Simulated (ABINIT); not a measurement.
# Pt (Im-3m) in ABINIT: phonons at a zone-boundary q with PBEsol

Aim: the phonons at a zone-boundary q of Pt with PBEsol.

Everything below comes from runs of ABINIT 10.8.3 (patched build). Logs are shortened: lines on timing, memory, paths and dates and some standing lists are left out, and cuts for length are marked. The log counts tension as positive stress, the text compression.

### Step 1. The undisturbed crystal

It takes space group Im-3m (No. 229, cubic). Conventional cell: a = 3.168 Å, b = 3.168 Å, c = 3.168 Å, α = 90.00°, β = 90.00°, γ = 90.00°. Pt (site symmetry m-3m) is surrounded by 8 Pt at 2.74 Å.

This isn't the form of Pt at room conditions, which is fcc.

### Step 2. Phonons at a zone-boundary q, PBEsol (cell relaxed at zero pressure by an earlier run)

The input, run.abi:

```
# Datasets
ndtset 2

# Pseudopotentials
pp_dirpath "./"
pseudos "Pt.GGA_PBE-ansatz.xml"

# Structure
acell 2.7016040405 2.7016040405 2.7016040405 Angstrom
rprim
    -0.5773502692     0.5773502692     0.5773502692
     0.5773502692    -0.5773502692     0.5773502692
     0.5773502692     0.5773502692    -0.5773502692
ntypat 1
znucl 78
natom 1
typat 1
chkprim 0
chksymtnons 0
tolsym 1.0e-6
xred
            0.0            0.0            0.0

# Plane-wave basis
ecut 15.4
pawecutdg 30.8
pawxcdev 0
ecutsm 0.5

# k points
ngkpt 14 14 14
nshiftk 1
shiftk 0.0 0.0 0.0

# Exchange and correlation
ixc -116133

# Bands and occupations
nband 17
occopt 7
tsmear 0.2 eV

# SCF cycle
nstep 80

# Output
prteig 0
prtebands 0
prtwf 0
prtden 0
prtpot 0

# Dataset 1: ground state
kptopt1 1
tolvrs1 1.0e-11
prtwf1 1
tolwfr1 1.0e-14
nbdbuf1 4
nline1 6

# Dataset 2: atomic displacements at q = 0.0 0.0 0.5
rfphon2 1
rfatpol2 1 1
rfdir2 1 1 1
getwfk2 1
kptopt2 3
nqpt2 1
qpt2 0.0 0.0 1/2
tolvrs2 1.0e-8
```

Potentials or basis: Ansatz PAW PBE default generated set, frozen core.

The run is started by

```bash
abinit run.abi > log 2>&1
```

run.abo:

```text
[... set-up lines left out ...]
 ETOT  1  -120.53677524647    -1.205E+02 5.003E+00 4.858E+00
 ETOT  2  -121.36136654033    -8.246E-01 4.484E-04 1.496E+00
 ETOT  3  -121.35869116367     2.675E-03 1.359E-04 2.733E-01
 ETOT  4  -121.35840953763     2.816E-04 1.463E-05 7.657E-03
 ETOT  5  -121.35840240209     7.136E-06 1.983E-07 6.546E-05
 ETOT  6  -121.35840236611     3.598E-08 3.950E-09 1.522E-06
 ETOT  7  -121.35840236611     4.547E-12 3.990E-11 2.467E-07
 ETOT  8  -121.35840236561     5.022E-10 4.238E-11 8.211E-09
 ETOT  9  -121.35840236560     1.171E-11 8.135E-13 4.844E-11
 ETOT 10  -121.35840236560    -6.111E-13 9.983E-15 3.040E-11
 ETOT 11  -121.35840236560     6.537E-13 9.986E-15 2.255E-13

 At SCF step   11  max residual=  9.99E-15 < tolwfr=  1.00E-14 AND nres2   =  2.26E-13 < tolvrs=  1.00E-11 =>converged.

 Cartesian components of stress tensor (hartree/bohr^3)
  sigma(1 1)= -2.75649965E-05  sigma(3 2)=  0.00000000E+00
  sigma(2 2)= -2.75649965E-05  sigma(3 1)=  0.00000000E+00
  sigma(3 3)= -2.75649965E-05  sigma(2 1)=  0.00000000E+00

--- !ResultsGS
iteration_state: {dtset: 1, }
comment   : Summary of ground state results
lattice_vectors:
- [ -2.9475416,   2.9475416,   2.9475416, ]
- [  2.9475416,  -2.9475416,   2.9475416, ]
- [  2.9475416,   2.9475416,  -2.9475416, ]
lattice_lengths: [   5.10529,    5.10529,    5.10529, ]
lattice_angles: [109.471, 109.471, 109.471, ] # degrees, (23, 13, 12)
lattice_volume:   1.0243298E+02
convergence: {deltae:  6.537E-13, res2:  2.255E-13, residm:  9.986E-15, diffor: null, }
etotal    :  -1.21358402E+02
entropy   :   0.00000000E+00
fermie    :   4.29581771E-01
cartesian_stress_tensor: # hartree/bohr^3
- [ -2.75649965E-05,   0.00000000E+00,   0.00000000E+00, ]
- [  0.00000000E+00,  -2.75649965E-05,   0.00000000E+00, ]
- [  0.00000000E+00,   0.00000000E+00,  -2.75649965E-05, ]
pressure_GPa:   8.1099E-01
xred      :
- [  0.0000E+00,   0.0000E+00,   0.0000E+00, Pt]
cartesian_forces: # hartree/bohr
- [ -0.00000000E+00,  -0.00000000E+00,  -0.00000000E+00, ]
force_length_stats: {min:   0.00000000E+00, max:   0.00000000E+00, mean:   0.00000000E+00, }
...

 Integrated electronic density in atomic spheres:
 ------------------------------------------------
 Atom  Sphere_radius  Integrated_density
    1        2.63806         17.04843023

================================================================================

 ----iterations are completed or convergence reached----

 Mean square residual over all n,k,spin=   50.589E-16; max=  99.864E-16
 reduced coordinates (array xred) for    1 atoms
       0.000000000000      0.000000000000      0.000000000000
 rms dE/dt=  0.0000E+00; max dE/dt=  0.0000E+00; dE/dt below (all hartree)
    1       0.000000000000      0.000000000000      0.000000000000

 cartesian coordinates (angstrom) at end:
    1      0.00000000000000     0.00000000000000     0.00000000000000

 cartesian forces (hartree/bohr) at end:
    1     -0.00000000000000    -0.00000000000000    -0.00000000000000
 frms,max,avg= 0.0000000E+00 0.0000000E+00   0.000E+00  0.000E+00  0.000E+00 h/b

 cartesian forces (eV/Angstrom) at end:
    1     -0.00000000000000    -0.00000000000000    -0.00000000000000
 frms,max,avg= 0.0000000E+00 0.0000000E+00   0.000E+00  0.000E+00  0.000E+00 e/A
 length scales=  5.105291737191  5.105291737191  5.105291737191 bohr
              =  2.701604040500  2.701604040500  2.701604040500 angstroms
 Fermi (or HOMO) energy (hartree) =   0.42958   Average Vxc (hartree)=  -0.51621
 Eigenvalues (hartree) for nkpt= 104  k points:
 kpt#   1, nband= 17, wtk=  0.00036, kpt=  0.0000  0.0000  0.0000 (reduced coord)
  -3.17879   -1.48681   -1.48681   -1.48681    0.06395    0.29453    0.29453    0.29453
   0.39255    0.39255    1.05588    1.05588    1.05588    1.43814    1.43814    1.46823
   1.46823
      occupation numbers for kpt#   1
   2.00000    2.00000    2.00000    2.00000    2.00000    2.00000    2.00000    2.00000
   2.00000    2.00000    0.00000    0.00000    0.00000    0.00000    0.00000    0.00000
   0.00000
 prteigrs : prtvol=0 or 1, do not print more k-points.

--- !EnergyTerms
iteration_state     : {dtset: 1, }
comment             : Components of total free energy in Hartree
kinetic             :  2.34576135097761E+01
hartree             :  2.00363137632804E+01
xc                  : -9.56955372908666E+00
Ewald energy        : -1.00008058759697E+02
psp_core            :  7.32390997858079E+00
local_psp           : -6.12908119576878E+01
PAW spherical_terms : -1.30689741008713E+00
internal            : -1.21357484604921E+02
'-kT*entropy'       : -9.17778282001909E-04
total_energy        : -1.21358402383203E+02
total_energy_eV     : -3.30233036144451E+03
...

[... 71 lines left out ...]

 ==>  initialize data related to q vector <==

 The list of irreducible perturbations for this q vector is:
    1)    idir= 1    ipert=   1
    2)    idir= 3    ipert=   1

================================================================================

 The perturbation idir=   2  ipert=   1 is
 symmetric of a previously calculated perturbation.
 So, its SCF calculation is not needed.

--------------------------------------------------------------------------------
 Perturbation wavevector (in red.coord.)   0.000000  0.000000  0.500000
 Perturbation : displacement of atom   1   along direction   1
 The set of symmetries contains only one element for this perturbation.
 symkpt : not enough symmetry to change the number of k points.

--------------------------------------------------------------------------------

--------------------------------------------------------------------------------

 dfpt_looppert : total number of electrons, from k and k+q
  fully or partially occupied states are    1.800000E+01 and    1.800000E+01.
 Initialisation of the first-order wave-functions :
  ireadwf=   0

--- !BeginCycle
iteration_state: {dtset: 2, }
solver: {iscf: 7, nstep: 80, nline: 4, wfoptalg: 10, }
tolerances: {tolvrs: 1.00E-08, }
...

     iter   2DEtotal(Ha)        deltaE(Ha) residm    vres2
-ETOT  1   1330.0633783743     -1.528E+02 1.019E+01 3.700E+06
 ETOT  2   12.475673396304     -1.318E+03 4.507E+00 3.125E+04
 ETOT  3  0.52074098397169     -1.195E+01 6.734E-01 1.256E+03
 ETOT  4  0.31273625579651     -2.080E-01 8.486E-03 2.692E+01
 ETOT  5  0.30495990506883     -7.776E-03 2.152E-03 4.382E+00
 ETOT  6  0.30396222769845     -9.977E-04 1.020E-04 8.872E-02
 ETOT  7  0.30395121765572     -1.101E-05 4.820E-05 1.461E-02
 ETOT  8  0.30394834510879     -2.873E-06 2.901E-06 2.453E-04
 ETOT  9  0.30394829454043     -5.057E-08 1.252E-06 1.276E-04
 ETOT 10  0.30394826601936     -2.852E-08 8.432E-08 3.391E-06
 ETOT 11  0.30394826559235     -4.270E-10 3.698E-08 9.411E-07
 ETOT 12  0.30394826541750     -1.749E-10 2.503E-09 1.793E-08
 ETOT 13  0.30394826541523     -2.274E-12 1.086E-09 5.359E-09

 At SCF step   13       vres2   =  5.36E-09 < tolvrs=  1.00E-08 =>converged.
================================================================================

 ----iterations are completed or convergence reached----

 Mean square residual over all n,k,spin=   52.825E-15; max=  10.856E-10

 2DEtotal=    0.3039482654E+00 Ha. Also 2DEtotal=    0.827085364900E+01 eV
    (2DErelax=   -1.4825107838E+03 Ha. 2DEnonrelax=    1.4828147321E+03 Ha)
    (  non-var. 2DEtotal :    3.0376431651E-01 Ha)

--------------------------------------------------------------------------------
 Perturbation wavevector (in red.coord.)   0.000000  0.000000  0.500000
 Perturbation : displacement of atom   1   along direction   3
 Found     2 symmetries that leave the perturbation invariant.
 symkpt : the number of k-points, thanks to the symmetries,
 is reduced to  1470 .

--------------------------------------------------------------------------------

--------------------------------------------------------------------------------

 dfpt_looppert : total number of electrons, from k and k+q
  fully or partially occupied states are    1.800000E+01 and    1.800000E+01.
 Initialisation of the first-order wave-functions :
  ireadwf=   0

--- !BeginCycle
iteration_state: {dtset: 2, }
solver: {iscf: 7, nstep: 80, nline: 4, wfoptalg: 10, }
tolerances: {tolvrs: 1.00E-08, }
...

     iter   2DEtotal(Ha)        deltaE(Ha) residm    vres2
-ETOT  1   8627.6159815930      6.679E+03 4.692E+01 5.764E+07
 ETOT  2   17.867725018135     -8.610E+03 5.173E+01 5.752E+04
 ETOT  3   5.8317159724759     -1.204E+01 5.479E-01 5.650E+03
 ETOT  4   4.9781759572291     -8.535E-01 5.361E-02 1.235E+02
 ETOT  5   4.9488076561436     -2.937E-02 1.060E-03 1.967E+01
 ETOT  6   4.9466836579118     -2.124E-03 1.356E-04 2.268E+00
 ETOT  7   4.9463219336543     -3.617E-04 9.577E-07 6.693E-02
 ETOT  8   4.9463096143796     -1.232E-05 7.359E-08 4.478E-03
 ETOT  9   4.9463090350499     -5.793E-07 1.021E-08 5.768E-04
 ETOT 10   4.9463089202616     -1.148E-07 5.060E-10 1.608E-05
 ETOT 11   4.9463089176528     -2.609E-09 2.983E-11 1.830E-06
 ETOT 12   4.9463089172730     -3.797E-10 1.945E-12 9.115E-08
 ETOT 13   4.9463089172983      2.524E-11 1.964E-13 9.355E-08
 ETOT 14   4.9463089172044     -9.391E-11 2.515E-14 2.983E-10

 At SCF step   14       vres2   =  2.98E-10 < tolvrs=  1.00E-08 =>converged.
================================================================================

 ----iterations are completed or convergence reached----

 Mean square residual over all n,k,spin=   32.361E-17; max=  25.153E-15

 2DEtotal=    0.4946308917E+01 Ha. Also 2DEtotal=    0.134595922438E+03 eV
    (2DErelax=   -1.9438589253E+03 Ha. 2DEnonrelax=    1.9488052342E+03 Ha)
    (  non-var. 2DEtotal :    4.9460575869E+00 Ha)

================================================================================

 ---- first-order wavefunction calculations are completed ----

 ==> Compute Derivative Database <==

  Dynamical matrix, in cartesian coordinates,
   if specified in the inputs, asr has been imposed
     j1       j2             matrix element
  dir pert dir pert     real part    imaginary part

   1    1   1    1         0.1054993458         0.0000001147
   1    1   2    1         0.1335836569         0.0000001147

   2    1   1    1         0.1335836569         0.0000001147
   2    1   2    1         0.1054993458         0.0000001147

   3    1   3    1         0.0911322816         0.0000000000

  Phonon wavevector (reduced coordinates) :  0.00000  0.00000  0.50000
 Phonon energies in Hartree :
  -2.810253E-04  5.062321E-04  8.199511E-04
 Phonon frequencies in cm-1    :
  -6.167793E+01  1.111051E+02  1.799585E+02

== END DATASET(S) ==============================================================
================================================================================

 -outvars: echo values of variables after computation  --------
            acell      5.1052917372E+00  5.1052917372E+00  5.1052917372E+00 Bohr
           etotal1    -1.2135840237E+02
           etotal2     4.9463089172E+00
            fcart1    -0.0000000000E+00 -0.0000000000E+00 -0.0000000000E+00
            fcart2     0.0000000000E+00  0.0000000000E+00  0.0000000000E+00
            rprim     -5.7735026920E-01  5.7735026920E-01  5.7735026920E-01
                       5.7735026920E-01 -5.7735026920E-01  5.7735026920E-01
                       5.7735026920E-01  5.7735026920E-01 -5.7735026920E-01
           strten1    -2.7564996525E-05 -2.7564996525E-05 -2.7564996525E-05
                       0.0000000000E+00  0.0000000000E+00  0.0000000000E+00
           strten2     0.0000000000E+00  0.0000000000E+00  0.0000000000E+00
                       0.0000000000E+00  0.0000000000E+00  0.0000000000E+00
 Calculation completed.
```

It took 17 min on 1 thread of Arm Neoverse V2, shared host; peak memory 2.4 GiB.

What came out:

```yaml
Free_energy: -3302.3304 eV
Pressure: 0.8 GPa
Band_gap_on_the_k_mesh: none (metal or under the smearing width)
Highest_phonon_frequency_at_the_q_point_run: 180 cm⁻¹
Most_unstable_mode: 62i cm⁻¹
```

Phonon frequencies in cm⁻¹ (negative: imaginary):
```
              q point  frequencies
(0.000, 0.000, 0.500)  -62 111 180
```

Caveat: some modes are imaginary; the PAW data sets were made with another functional, which shifts forces and pressure a little; the atomic spheres overlap. The run has no spin-orbit coupling, so splittings on Pt are missing.
